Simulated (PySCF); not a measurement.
Species: cyclobutene, C₄H₆.
SMILES with atom numbers: `[CH:1]1=[CH:2][CH2:3][CH2:4]1` (hydrogens: H5 on C1; H6 on C2; H7, H8 on C3; H9, H10 on C4)

The same species was optimised twice, with GFN2-xTB and with PBE0-D3(BJ)/def2-SVP (PySCF), and the same property calculations (PySCF, gas phase) were run on both structures.

```csv
coordinate,GFN2-xTB,PBE0-D3(BJ)/def2-SVP,change
C1–H5 (Å),1.075,1.094,+0.019
C2–H6 (Å),1.075,1.094,+0.019
C3–H8 (Å),1.089,1.103,+0.014
C4–H10 (Å),1.089,1.103,+0.014
C3–H7 (Å),1.089,1.103,+0.014
C4–H9 (Å),1.089,1.103,+0.014
C1=C2 (Å),1.329,1.342,+0.013
C3–C4 (Å),1.551,1.558,+0.007
C1–C4 (Å),1.503,1.510,+0.007
C2–C3 (Å),1.503,1.509,+0.006
C4–C1–H5 (°),131.2,132.3,+1.1
C3–C2–H6 (°),131.3,132.3,+1.0
C1–C2–H6 (°),134.5,133.5,-1.0
H7–C3–H8 (°),109.2,108.2,-1.0
C2–C1–H5 (°),134.5,133.6,-0.9
H9–C4–H10 (°),109.2,108.3,-0.9
C2–C3–H7 (°),115.3,115.9,+0.6
C1–C4–H10 (°),115.4,115.9,+0.5
```

Rotational constants: A = 13164, B = 12518, C = 6979 MHz (GFN2-xTB) against A = 12985, B = 12325, C = 6877 MHz (PBE0-D3(BJ)/def2-SVP). Point groups within 0.08 Å: C2v and C2v.

On the GFN2-xTB structure: lowest singlet, TDDFT (eV) 7.31 [wB97X-D/def2-SVPD]; lowest triplet, Tamm–Dancoff (eV) 4.50 [wB97X-D/def2-SVPD]; isotropic polarisability (au) 44.8 [wB97X-D/def2-SVPD]; HOMO (eV) -9.04 [wB97X-D/def2-SVPD]; LUMO (eV) 2.36 [wB97X-D/def2-SVPD]; dipole (D) 0.15 [wB97X-D/def2-SVPD]; HOMO (eV) -7.20 [PBE0/pcSseg-1]; LUMO (eV) 0.58 [PBE0/pcSseg-1]; dipole (D) 0.19 [PBE0/pcSseg-1]; GIAO shielding of C1/C2 (mean) (ppm) 41.1 [PBE0/pcSseg-1]; GIAO shielding of C3/C4 (mean) (ppm) 154.1 [PBE0/pcSseg-1]; C1s of C1 (eV) 290.17 [delta-SCF UKS SCAN, pcX-2 on the ionised atom, pcseg-1 elsewhere, spin-free X2C]; C1s of C3 (eV) 290.62 [delta-SCF UKS SCAN, pcX-2 on the ionised atom, pcseg-1 elsewhere, spin-free X2C].

Q: What do these properties become on the PBE0-D3(BJ)/def2-SVP structure?

A: 
```
                                    property                                                                            level  on GFN2-xTB  on PBE0-D3(BJ)/def2-SVP  change
                  lowest singlet, TDDFT (eV)                                                                wB97X-D/def2-SVPD         7.31                     7.19   -0.12
           lowest triplet, Tamm–Dancoff (eV)                                                                wB97X-D/def2-SVPD         4.50                     4.36   -0.14
               isotropic polarisability (au)                                                                wB97X-D/def2-SVPD         44.8                     45.9    +1.1
                                   HOMO (eV)                                                                wB97X-D/def2-SVPD        -9.04                    -9.00   +0.04
                                   LUMO (eV)                                                                wB97X-D/def2-SVPD         2.36                     2.26   -0.10
                                  dipole (D)                                                                wB97X-D/def2-SVPD         0.15                     0.15    0.00
energy, GFN2-xTB geometry as zero (kcal/mol)                                                                wB97X-D/def2-SVPD          0.0                     -0.7    -0.7
                                   HOMO (eV)                                                                    PBE0/pcSseg-1        -7.20                    -7.16   +0.04
                                   LUMO (eV)                                                                    PBE0/pcSseg-1         0.58                     0.49   -0.09
                                  dipole (D)                                                                    PBE0/pcSseg-1         0.19                     0.19    0.00
energy, GFN2-xTB geometry as zero (kcal/mol)                                                                    PBE0/pcSseg-1          0.0                     -0.3    -0.3
        GIAO shielding of C1/C2 (mean) (ppm)                                                                    PBE0/pcSseg-1         41.1                     37.7    -3.4
        GIAO shielding of C3/C4 (mean) (ppm)                                                                    PBE0/pcSseg-1        154.1                    150.9    -3.2
                              C1s of C1 (eV)  delta-SCF UKS SCAN, pcX-2 on the ionised atom, pcseg-1 elsewhere, spin-free X2C       290.17                   290.25   +0.08
                              C1s of C3 (eV)  delta-SCF UKS SCAN, pcX-2 on the ionised atom, pcseg-1 elsewhere, spin-free X2C       290.62                   290.71   +0.09
```

The heavy atoms differ by 0.006 Å rms after alignment. Among all bonds C1–H5 and C2–H6 change most and about equally (+0.019 Å). Changes are differences of the printed values. Neither structure is proved a minimum here.

The pairwise dispersion term of wB97X-D wasn't added to the energies; at a given geometry it leaves orbitals and properties as they are.
